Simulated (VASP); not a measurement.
A run of VASP 6.6.1 is set up as follows.

Contents of INCAR:

```
SYSTEM = CdSe
PREC = Accurate
ENCUT = 520
EDIFF = 1E-6
ISMEAR = -1
SIGMA = 0.02
LREAL = .FALSE.
LASPH = .TRUE.
NELM = 80
ALGO = Normal
ISIF = 2
LWAVE = .FALSE.
LCHARG = .FALSE.
GGA = PE
NBANDS = 26
```

The input KPOINTS:

```
Automatic mesh
0
G
  6 6 4
  0 0 0
```

The input POSCAR:

```
CdSe
1.0
    4.3834219378      0.0000000000      0.0000000000
   -2.1917109689      3.7961547536      0.0000000000
    0.0000000000      0.0000000000      7.1536931181
Cd Se
2 2
Direct
    0.3333333333      0.6666666667      0.0045829075
    0.6666666667      0.3333333333      0.5045829075
    0.3333333333      0.6666666667      0.3804170925
    0.6666666667      0.3333333333      0.8804170925
```

Potentials or basis: VASP PAW PBE potentials, release 64 (Cd, Se).

Command:

```console
$ cat potpaw_PBE.64/Cd/POTCAR potpaw_PBE.64/Se/POTCAR > POTCAR
$ mpirun -np 1 vasp_std > vasp.out
```

(1) What does it give for the band gap on the k mesh?

(2) What does it give for the pressure?

Results:

(1) 0.54 eV, direct.

(2) 0.2 GPa.

**The experiment to reproduce.**

From a printed reference work, data compilation, for a bulk crystal of CdSe at 2 K: band gap 1.841 eV.

Measured gap of CdSe: 1.841 eV (2 K; a printed reference work, data compilation). This calculation gives 0.54 eV (-1.30 eV). So large a miss can be the level of theory's own, or it may mean another phase, state or a wrong row. Spin-orbit coupling on Cd, Se is left out. The value is that of PBE, without temperature or zero-point motion. Semilocal functionals fall short of measured gaps as a rule.
